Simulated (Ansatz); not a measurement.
Relaxed sheet of PtSe2, cell area A = 11.900 Å²:

```xyz
3
Lattice="3.7069 0.0000 0.0000 -1.8534 3.2102 0.0000 0.0000 0.0000 31.1216" Properties=species:S:1:pos:R:3 pbc="T T F"
Se    1.8534    1.0701   14.2361
Pt    0.0000    0.0000   15.5608
Se    0.0000    2.1402   16.8855
```

Computed with DFT PBE+D3(BJ), scalar-relativistic, plane waves, PAW in Ansatz 0.2.0. Cutoff 420 eV; k points 12×12×1 on the computed 3-atom cell (Γ-centred); Gaussian smearing, width 0.02 eV; no spin polarisation. No periodic images along c.

Under strain along x with y held, atoms relaxed, stress positive in compression; ΔE is the free energy at this smearing, of which the stress is the derivative:

```
strain (%)  σxx (N/m)  σyy (N/m)  ΔE (meV/cell) thickness (Å)
        -2      1.468      0.424          10.86          2.692
        +2     -1.440     -0.388          10.76          2.608
```

(1) Which in-plane elastic constants follow from the stresses?

(2) Do the energies agree?

(3) The unstrained thickness between the outer atoms is 2.649 Å. How does it respond?

(4) The gap on the k mesh is 1.242 eV at −2 %, 1.379 eV unstrained and 1.339 eV at +2 %. What is its slope?

## Answers

(1) Central differences over Δε = 0.04 give C11 = 72.7 N/m from the stress along the strain and C12 = 20.3 N/m from the stress across it. The sheet is hexagonal, so C22 = C11: Poisson's ratio is C12/C11 = 0.28, Young's modulus (C11² − C12²)/C11 = 67 N/m and the shear modulus (C11 − C12)/2 = 26.2 N/m.

(2) The second difference [ΔE(−ε) + ΔE(+ε)]/(A·ε²) = (10.86 + 10.76) meV/(11.900 Å² × 0.0004) × 16.02 N/m per eV/Å² = 72.8 N/m should equal C11 = 72.7 N/m; they differ by 0.1 %, so the two routes agree. The stress in compression and in tension differ in size because of the third-order constants.

(3) d ln t/dε = (2.608 − 2.692)/(2.649 × 0.04) = -0.79: the sheet thins as it is stretched, as its bonds turn towards the plane.

(4) On the stretched side -20 meV a percent, on the compressed side 68 meV a percent. The slopes differ in sign or size, which suggests that different band extrema set the gap on the two sides.

The sheet resists in-plane strain through its covalent Pt–Se network, but its puckered geometry offers a softer route than bond stretching alone: the Se–Pt–Se angles can open as the Se layers move towards the Pt plane. The thinning is weaker than rigid bonds would require, so the bonds must also lengthen on average, and both bond stretching and angle bending contribute to the stiffness.

The gap falls for either sign of strain, so a single linear deformation potential would misrepresent it. In octahedral Pt(IV), the filled t2g-derived states are separated from empty eg-derived states that are antibonding with Se p, and strain alters both this mixing and the symmetry. Uniaxial strain also splits band extrema that are equivalent in the hexagonal sheet, which probably contributes to the kink without any change in their orbital character. Because the width is held, these gap changes don't directly describe a ribbon pulled with free edges, where lateral contraction would add its own shift.
